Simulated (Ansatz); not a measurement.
**InP under changes of volume**

One of the cells (21.227 Å³/atom); the others are scaled copies at fixed shape and fractional positions:

```
In P
1.0
     0.00000    2.76883    2.76883
     2.76883    0.00000    2.76883
     2.76883    2.76883    0.00000
In P
1 1
Direct
  0.00000 0.00000 0.00000
  0.50000 0.50000 0.50000
```

Measurements of this composition are mostly on another form, of space group No. 216.

- Program: Ansatz 0.2.0
- Functional: LDA
- Potentials or basis: all-electron LAPW, scalar-relativistic
- Cutoff: 196 eV (chosen from the basis error)
- Basis error allowed: 0.001 eV/atom
- k mesh: 8 × 8 × 8
- Occupations: fermi-dirac, width 0.05 eV
- Spin: no spin polarisation

| volume (Å³/atom) | energy over the lowest point (meV/atom) | pressure (GPa) |
| --- | --- | --- |
| 19.953 | 0.00 | -0.5 |
| 20.378 | 3.65 | -2.2 |
| 20.803 | 11.63 | -3.7 |
| 21.227 | ? | ? |
| 21.652 | 38.57 | -6.3 |
| 22.076 | 56.62 | -7.3 |
| 22.501 | 77.10 | -8.2 |

Problem. What does the run at 21.227 Å³/atom give?

Solution. Energy over the lowest point 23.41 meV/atom; pressure -5.1 GPa.

Worked out: A Birch-Murnaghan fit of order 3 (a polynomial in V^(-2/3)) to the other rows has its minimum at 19.85 Å³/atom, just outside them, with B0 = V·E''(V) = 92 GPa and B' = 5.4. It gives 23.44 meV/atom at 21.227 Å³/atom, against the run's 23.41, and -dE/dV = -5.1 GPa, against -5.1.

Energies are extrapolated to zero smearing.
